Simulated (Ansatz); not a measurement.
input.yaml (Ansatz)

```yaml
crystal:
  lattice:
    - [-1.4942688496, 1.4942688496, 1.4942688496]
    - [1.4942688496, -1.4942688496, 1.4942688496]
    - [1.4942688496, 1.4942688496, -1.4942688496]
  atoms:
    - { symbol: Rh, position: [0.0, 0.0, 0.0], spin: 0.466 }
hamiltonian:
  xc: pbe
  pseudopotentials:
    kind: paw
    azcp:
      Rh: "pseudopotentials/Rh.paw.azcp"
basis:
  ecutwfc: 420
  fft_grid_basis: typed
kpoints:
  mp_grid: { grid: [24, 24, 24], shift: [0, 0, 0] }
magnetization:
  spin_polarized: true
scf:
  occupations: { method: fermi_dirac, width: 0.05 }
output:
  stress: true
```

Output

```
Engine: ansatz 0.2.0, aarch64-unknown-linux-gnu
Pseudopotentials: kind: paw
Pseudopotential: Rh, paw, valence charge 17, recommended cutoff 420 eV (normal) 
Functional definition: PBE
  parameter kappa = 0.804
  parameter beta = 0.06672455060314922
  exchange = pbe_x(kappa = kappa, mu = beta*pi^2/3)
  correlation = pbe_c(beta = beta)
Crystal: 1 atoms, lattice volume = 13.346 Å³
Basis set: ecut = 420 eV, 249 PW (Γ)
Bands: 13, of which v1, the nominal top of the filled ones, is band 9 counted from 1 (8 counted from 0)
Symmetry: 48 space group operations
Space group: Im-3m (ITA 229), of the structure as read, at distance tolerance 2.4e-5 Å
Magnetic group: BNS 229.140 (UNI 1642), of the structure as read, at distance tolerance 2.4e-5 Å
k-points: 413 of 13824
Non-local potential: Rh, projectors of the file, l = 0: 3, l = 1: 2, l = 2: 2, l = 3: 1
PAW form: soft (Blöchl's): semilocal exchange-correlation on the pseudo side does not see the compensation charge
PAW one-centre angular grid: Rh, 590 points (default); XC on 64 Gauss nodes
Initial density: superposition of atomic densities (chi_scale 0.1, normalization cell)
Starting moments: Σ|m| = 0.466 μB on 1 of 1 site
Initial wavefunctions: pseudopotential atomic-orbital guess
Functional: x = pbe(κ = 0.804, μ = 0.2195149727645171), c = pbe(β = 0.06672455060314922)
SCF iter   1: F=—  HF=-6403.144960 eV  |F-HF|=—  |Δ(HF+E_count)|=         —  Δρ=5.73e-2 (↑5.73e-2 ↓4.81e-2)  dr2=1.33e0  dr2_m=1.32e-2  M=0.325 μB ∫|m|=0.325 μB  β_m=0.30  ethr=3.10e-3  ⟨swp⟩=5.1  Hψ=57732  notcnv=0
Mixer restart at iter 1: flushing history
SCF iter   2: F=—  HF=-6402.522732 eV  |F-HF|=—  |Δ(HF+E_count)|=   6.22e-1  Δρ=2.35e-2 (↑2.35e-2 ↓1.60e-2)  dr2=1.19e-1  dr2_m=6.30e-3  M=0.322 μB ∫|m|=0.322 μB  β_m=0.36  ethr=3.10e-3  ⟨swp⟩=2.8  Hψ=25875  notcnv=0  defer=50
SCF iter   3: F=—  HF=-6402.470142 eV  |F-HF|=—  |Δ(HF+E_count)|=   5.26e-2  Δρ=1.15e-2 (↑1.15e-2 ↓7.40e-3)  dr2=9.96e-3  dr2_m=2.10e-3  M=0.327 μB ∫|m|=0.329 μB  β_m=0.63  ethr=6.98e-4  ⟨swp⟩=2.3  Hψ=17333  notcnv=0  defer=50
SCF iter   4: F=—  HF=-6402.469313 eV  |F-HF|=—  |Δ(HF+E_count)|=   8.29e-4  Δρ=9.98e-4 (↑9.98e-4 ↓5.62e-4)  dr2=2.30e-5  dr2_m=6.54e-5  M=0.329 μB ∫|m|=0.335 μB  β_m=0.75  ethr=5.86e-5  ⟨swp⟩=2.7  Hψ=18452  notcnv=0  defer=50
SCF iter   5: F=—  HF=-6402.469480 eV  |F-HF|=—  |Δ(HF+E_count)|=   1.67e-4  Δρ=5.22e-4 (↑5.22e-4 ↓2.92e-4)  dr2=1.15e-5  dr2_m=1.91e-5  M=0.331 μB ∫|m|=0.338 μB  β_m=0.88  ethr=1.36e-7  ⟨swp⟩=2.1  Hψ=17524  notcnv=0  defer=50
SCF iter   6: F=—  HF=-6402.469492 eV  |F-HF|=—  |Δ(HF+E_count)|=   1.15e-5  Δρ=2.17e-4 (↑1.73e-4 ↓2.17e-4)  dr2=3.02e-7  dr2_m=4.40e-6  M=0.334 μB ∫|m|=0.341 μB  β_m=0.94  ethr=6.77e-8  ⟨swp⟩=2.1  Hψ=16493  notcnv=0  defer=50
SCF iter   7: F=—  HF=-6402.469491 eV  |F-HF|=—  |Δ(HF+E_count)|=   2.24e-7  Δρ=2.72e-5 (↑2.72e-5 ↓1.22e-5)  dr2=3.80e-8  dr2_m=2.41e-8  M=0.336 μB ∫|m|=0.343 μB  β_m=0.91  ethr=1.78e-9  ⟨swp⟩=2.0  Hψ=17805  notcnv=0  defer=50
SCF iter   8: F=—  HF=-6402.469491 eV  |F-HF|=—  |Δ(HF+E_count)|=   1.33e-8  Δρ=4.08e-6 (↑4.08e-6 ↓2.89e-6)  dr2=9.12e-10  dr2_m=9.03e-10  M=0.337 μB ∫|m|=0.343 μB  β_m=0.96  ethr=2.24e-10  ⟨swp⟩=2.3  Hψ=16087  notcnv=0  defer=50
SCF iter   9: F=-6402.469491 eV  HF=-6402.469491 eV  |F-HF|=6.37e-12  |Δ(HF+E_count)|=   1.09e-9  Δρ=3.43e-7 (↑2.13e-7 ↓3.43e-7)  dr2=8.29e-12  dr2_m=6.05e-12  M=0.337 μB ∫|m|=0.343 μB  ethr=5.36e-12  ⟨swp⟩=1.0  Hψ=32229  notcnv=0
SCF 1 converged in 9 iterations: F = -6402.469491 eV  dr2 = 8.29e-12
SCF converged after 9 iterations
Magnetization: 0.3366 μB (8.6683 up, 8.3317 down)
Absolute magnetization: 0.3433 μB (∫|ρ↑−ρ↓|, with the PAW one-centre terms)
Spin contamination: 0.0018 ħ² per cell (⟨S²⟩ above its minimum at these occupations)
Per-site moments (μB) at R_I (Å): [(0.3296457384057124, 1.067611696665813)]
Free energy (F): -6402.469491 eV
Harris-Foulkes:  -6402.469491 eV  (|F-HF|=6.37e-12)
Internal energy: -6402.452809 eV  (E = F + TS)
E sigma→0 (E₀):  -6402.461150 eV
Entropy (-TS):   -0.016683 eV (-16.683 meV/atom)
Fermi energy:    23.109003 eV
--- Per-component energies (eV) ---
  E_band       = -70.026613
  E_kinetic    = 575.739798
  E_local      = -1530.300013  (includes V_loc(G=0)·N_el)
  E_nonlocal   = 355.951307
  E_hartree    = 539.971997
  E_xc         = -222.461282
  E_vxc        = -279.337627  (∫ρ·V_xc dr)
  E_paw        = -3587.564290  (= ΣΔE_a)
  E_vpaw       = -272.024830  (= ΣTr[D̂ρ^β])
  E_aug_tail   = 0.000876  (compensation charges beyond the density's cutoff)
  E_ewald      = -2533.791202
  E_smearing   = -0.016683  (= −TS)
  E_closure    = 0.000000  (closes the sum)
  Σ components = -6402.469491   (vs F -6402.469491, Δ=0.00e0)
--- Stress (GPa, compression-positive) ---
       23.680501       0.000000       0.000000
        0.000000      23.680501       0.000000
       -0.000000       0.000000      23.680501
  P = ⅓ Tr σ = 23.6805 GPa (236.805 kbar)
```
